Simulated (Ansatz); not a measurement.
# TiSe2: the cost of one run

Program: Ansatz 0.2.0. Level of theory: DFT PBEsol, scalar-relativistic, plane waves, PAW. These are calculated values, not measurements.

A COD entry behind a cell of this session may itself be a prediction, so a difference from it is no test against experiment.

## Step 1: Starting point

Symmetry: P-3m1, No. 164, trigonal system. The conventional cell has a = 3.536 Å, b = 3.536 Å, c = 6.004 Å, α = 90.00°, β = 90.00°, γ = 120.00°. Ti (site symmetry -3m) has 6 Se at 2.55 Å as nearest neighbours. Around Se (site symmetry 3m) lie 3 Ti at 2.55 Å.

Structure file:

```xyz
3
Lattice="3.5360 0.0000 0.0000 -1.7680 3.0623 0.0000 0.0000 0.0000 6.0040" Properties=species:S:1:pos:R:3 pbc="T T T"
Ti    0.0000    0.0000    0.0000
Se    0.0000    2.0415    1.5322
Se    1.7680    1.0208    4.4718
```

The structure comes from the Crystallography Open Database.

(A quick probe on a coarse mesh, which set the mesh and smearing, is not shown.)

## Step 3: Relaxing cell and atoms

Input file input.yaml:

```yaml
crystal:
  lattice:
    - [3.536, 0.0, 0.0]
    - [-1.768, 3.0622658278, 0.0]
    - [0.0, 0.0, 6.004]
  atoms:
    - { symbol: Ti, position: [0.0, 0.0, 0.0] }
    - { symbol: Se, position: [0.3333333333, 0.6666666667, 0.2552] }
    - { symbol: Se, position: [0.6666666667, 0.3333333333, 0.7448] }
basis:
  ecutwfc: 420
kpoints:
  mp_grid: { grid: [15, 15, 8] }
hamiltonian:
  xc: pbesol
scf:
  occupations: { method: gaussian, width: 0.1 }
output:
  forces: true
  stress: true
  eigenvalues: true
  write_density: true
  write_potential: true
  elf: true
  volumetric_format: npy
relax:
  adjacent_minimum: "off"
  f_tol: 0.005
  max_steps: 80
  cell: { stress_tol: 0.05 }
```

Started as:

```sh
> ansatz run input.yaml --threads 1 --pin off --max-ram 2560MiB --backend cpu --events-out ev --progress --plain --runs-dir out
```

**Question.** How long does this run take on 1 thread of Intel Xeon at 2.70GHz, shared host, and how much memory does it need?

About 2.2 min, with a peak of 0.6 GiB.
